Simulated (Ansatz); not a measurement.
**¹⁷O NMR of the central transition in SiO2**

Cell: a COD entry (perhaps calculated rather than measured), ions relaxed with PBE at fixed cell.

Space group P4_32_12 (No. 96); a = 4.9329, c = 6.4645 Å.

| site | Wyckoff | site symmetry | x | y | z |
| --- | --- | --- | --- | --- | --- |
| Si | 4a | ..2 | 0.8169 | 0.8169 | 0.5000 |
| O | 8b | 1 | 0.2693 | 0.3637 | 0.8000 |

One atom of each set is listed.

Computed with Ansatz: DFT, r2SCAN, plane waves and PAW, scalar-relativistic, 500 eV cutoff, Γ-centred 4×4×3 k-points, Fermi–Dirac smearing 0.02 eV.

¹⁷O has I = 5/2 and Q = -25.58 mb (Pyykkö 2018); at 7.05 T its Larmor frequency is ν₀ = 40.7 MHz. Only the quadrupole interaction is simulated: positions count from each site's isotropic chemical shift, and shift anisotropy, dipolar and J coupling are left out.

Simulated pattern of one O site (static powder, Gaussian broadening 0.8 kHz):

offset (kHz), height and a bar:
```
   -21.90          0 
   -21.03          0 
   -20.15         13 ####
   -19.27         42 #############
   -18.39         46 ##############
   -17.51         48 ###############
   -16.63         50 ###############
   -15.75         53 ################
   -14.87         56 #################
   -13.99         59 ##################
   -13.12         63 ###################
   -12.24         69 #####################
   -11.36         79 ########################
   -10.48        100 ##############################
    -9.60         94 ############################
    -8.72         77 #######################
    -7.84         69 #####################
    -6.96         65 ###################
    -6.08         62 ###################
    -5.21         60 ##################
    -4.33         58 #################
    -3.45         57 #################
    -2.57         57 #################
    -1.69         57 #################
    -0.81         57 #################
     0.07         55 ################
     0.95         46 ##############
     1.83         47 ##############
     2.70         50 ###############
     3.58         54 ################
     4.46         60 ##################
     5.34         71 #####################
     6.22         99 ##############################
     7.10         91 ###########################
     7.98         58 #################
     8.86         49 ###############
     9.74         41 ############
    10.62         13 ####
    11.49          0 
    12.37          0
```

Question: Which |C_Q| and η does the pattern imply?

Answer: The pattern spans 30.3 kHz before broadening and its centre of gravity is at -4.67 kHz, which fixes P_Q; the places of the horns and steps fix η. That gives P_Q = 5.63 MHz, |C_Q| = 5.53 MHz and η = 0.32. The sign of C_Q can't be read from the pattern.

At O V_zz runs parallel to the line that joins its two neighbours (within 2°).

The largest force is 0.3 eV/Å, so the atoms aren't at the calculated equilibrium and relaxing them would move these values. The cell is 8 % smaller than that of α-cristobalite at ambient conditions, so the entry probably stands for a crystal under pressure.
